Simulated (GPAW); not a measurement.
# Calculated records

**NaCl (Fm-3m): G0W0 with GPAW, start to end**

It takes space group Fm-3m (No. 225, cubic). The conventional cell has a = 5.620 Å, b = 5.620 Å, c = 5.620 Å, α = 90.00°, β = 90.00°, γ = 90.00°. Nearest to Na lie 6 Cl at 2.81 Å. Nearest to Cl lie 6 Na at 2.81 Å. Farther neighbours and most contacts between anions are not listed.

```
Na Cl
1.0
     0.00000    2.81000    2.81000
     2.81000    0.00000    2.81000
     2.81000    2.81000    0.00000
Na Cl
1 1
Direct
  0.00000 0.00000 0.00000
  0.50000 0.50000 0.50000
```

```yaml
method: DFT, PBE, plane waves, PAW (and 1 further level or step)
program: GPAW 26.7.0
settings_of_one_run: cutoff 450 eV, GPAW PAW setups 1.2.1 data release, 6×6×6 k-mesh, nbands 243
cost: 4 runs, 1.7 min in all on 4 MPI ranks of AMD EPYC 9R45, shared host (the runs of this entry)
notes: The database entry behind the starting cell differs from later determinations by our own check (an axis about 0.4 % short against later determinations). The cell and positions come from the Crystallography Open Database and are kept as given unless a step says otherwise. Bands and cutoff are finite, so the gap is not at the basis limit. The miss can reach some tenths of an eV and take either sign; the mesh is an error of its own.
pbe_gap: 5.16 eV, direct
g0w0_gap_on_the_mesh: 8.01 eV
gw_settings: 6×6×6 mesh, 233 bands, screening to 175 eV, Godby-Needs plasmon pole
known_limits: not at the basis limit
```

G0W0 moves the gap on the mesh from 5.16 eV to 8.01 eV (+2.85 eV), with Z of 0.81 and 0.87 at the edges. Only 1 of the mesh's irreducible points was corrected, so a valley elsewhere could overtake.

[Paths, hosts, dates, memory and timing lines, banners, echoed tables and standing remarks are left out of the program output.]

[Logs are printed without paths, hosts, clocks, repeated set-up lines and the standing remarks that a program may print on its own settings, such as how far it seeks lower states.]

[Runs of the session that timed out or met a known fault of the program may be left out.]

[Hosts, paths, dates, database ids (printed as entryN), source tags and the programs' standing remarks are cut or masked in the printed files.]
